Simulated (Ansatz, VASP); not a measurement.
This is a calculation of KI for VASP 6.6.1.

Contents of POSCAR:

```
KI
1.0
    0.0000000000      3.4606573152      3.4606573152
    3.4606573152      0.0000000000      3.4606573152
    3.4606573152      3.4606573152      0.0000000000
I K
1 1
Direct
    0.5000000000      0.5000000000      0.5000000000
    0.0000000000      0.0000000000      0.0000000000
```

Contents of INCAR.step1:

```
SYSTEM = KI
PREC = Accurate ; ENCUT = 520
ISMEAR = -1 ; SIGMA = 0.05
LREAL = .False. ; LASPH = .True.
NELM = 100 ; NBANDS = 15
GGA = PE ; ALGO = Normal
EDIFF = 1E-4 ; LWAVE = .True.
LCHARG = .False.
```

Contents of INCAR.step2:

```
SYSTEM = KI
PREC = Accurate ; ENCUT = 520
EDIFF = 1E-6 ; ISMEAR = -1
SIGMA = 0.05 ; LREAL = .False.
LASPH = .True. ; NELM = 100
ALGO = Normal ; ISIF = 2
LWAVE = .False. ; LCHARG = .False.
METAGGA = R2SCAN ; LMIXTAU = .True.
NBANDS = 15 ; ISTART = 1
```

The input KPOINTS:

```
regular mesh
0
Gamma
  7 7 7
  0 0 0
```

Potentials or basis: VASP PAW PBE potentials, release 64 (I, K_sv).

Run with:

```bash
$ cat potpaw_PBE.64/I/POTCAR potpaw_PBE.64/K_sv/POTCAR > POTCAR
$ cp INCAR.step1 INCAR
$ mpirun -np 1 vasp_std > vasp.out
$ cp INCAR.step2 INCAR
$ mpirun -np 1 vasp_std > vasp.out
```

**Question.** Set up the same calculation for Ansatz 0.2.0. Potentials there: Ansatz PAW.

**Answer.** As run (the cutoff follows the program's own potentials):

input.yaml

```yaml
crystal:
  lattice:
    - [0.0, 3.4606573152, 3.4606573152]
    - [3.4606573152, 0.0, 3.4606573152]
    - [3.4606573152, 3.4606573152, 0.0]
  atoms:
    - { symbol: I, position: [0.5, 0.5, 0.5] }
    - { symbol: K, position: [0.0, 0.0, 0.0] }
hamiltonian:
  xc: r2scan
  pseudopotentials: { kind: paw }
kpoints:
  mp_grid: { grid: [7, 7, 7] }
scf:
  occupations: { method: fermi_dirac, width: 0.05 }
output:
  forces: true
  stress: true
  eigenvalues: true
```

Potentials or basis: Ansatz PAW.

The run is started by

```bash
$ ansatz run input.yaml --threads 2 --pin off --max-ram 5632MiB --backend cpu --events-out ev --progress --plain --runs-dir out
```

Both were run:

|  | VASP | Ansatz | Ansatz less VASP |
| --- | --- | --- | --- |
| gap on the k mesh at the Fermi level (eV) | 4.78 | 4.78 | +0.003 |
| least direct gap on the mesh (eV) | 4.78 | 4.78 | +0.003 |
| pressure (GPa) | 1.1 | 1.1 | -0.01 |

The functional is the same, so the differences come from potentials, cutoffs and numerics. The two sets of potentials don't hold the same shells in valence.

Caveats: spin-orbit coupling is left out, which moves the levels of the heavy elements; the PAW data sets were made with another functional, which shifts forces and pressure a little (VASP); odd divisions of the mesh miss points on the zone boundary, where band edges often lie, so the gap on the mesh can be too wide (Ansatz); the PAW data sets come from PBE, with cores solved anew for the run's functional, which leaves a small shift of forces and pressure (Ansatz). r2SCAN opens gaps a little over a GGA but as a rule still falls short of measured ones.
